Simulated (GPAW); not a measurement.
**Ge in GPAW: convergence with k mesh**

Crystal: Ge.

```
Ge
1.0
     0.00000    2.82891    2.82891
     2.82891    0.00000    2.82891
     2.82891    2.82891    0.00000
Ge
2
Direct
  0.25000 0.25000 0.25000
  0.00000 0.00000 0.00000
```

| Property | Result |
| --- | --- |
| Program | GPAW 26.7.0 |
| Task | one-shot levels on a semilocal density |
| Functional | r2SCAN |
| Potentials or basis | GPAW PAW data sets (gpaw-data 1.2.1) |
| Cutoff | 500 eV |
| Basis | pw |
| k mesh | 2 × 2 × 2 |
| Occupations | fermi-dirac, width 0.001 eV |
| Spin | no spin polarisation |

These are the settings of the first run; the series varies k mesh, with any setting tied to it.

Hardware: 1 thread of Arm Neoverse V1 (shared host).

Problem. The values tried are 2 × 2 × 2, 3 × 3 × 3, 4 × 4 × 4, 5 × 5 × 5, 6 × 6 × 6, 7 × 7 × 7, 8 × 8 × 8, loosest first. From which on does the gap on the mesh stay within 0.01 eV of the tightest run that finished?

Solution. From 4 × 4 × 4 on.

| k mesh | energy less the tightest run, at zero smearing (meV/atom) | gap on the mesh (eV) | SCF cycles | CPU time (s) | peak memory (GiB) |
| --- | --- | --- | --- | --- | --- |
| 2 × 2 × 2 | 1470.98 | 0.449 | 17 | 11 | 0.22 |
| 3 × 3 × 3 | 370.39 | 0.484 | 12 | 15 | 0.22 |
| 4 × 4 × 4 | 117.98 | 0.466 | 11 | 43 | 0.22 |
| 5 × 5 × 5 | 42.02 | 0.466 | 11 | 90 | 0.26 |
| 6 × 6 × 6 | 15.23 | 0.464 | 11 | 230 | 0.33 |
| 7 × 7 × 7 | 4.62 | 0.463 | 11 | 430 | 0.42 |
| 8 × 8 × 8 | 0.00 | 0.462 | 11 | 900 | 0.55 |

Not settled before the last step: the energy (to 1 meV/atom). Meshes of other sizes hit other points, so gaps and Fermi surfaces needn't settle smoothly. The tightest run that finished is the yardstick and may itself not be fully converged.

Caveat, for the tightest run too: energy and the plain gap are those of the semilocal run; the hybrids' values are one shot on its orbitals and mesh.
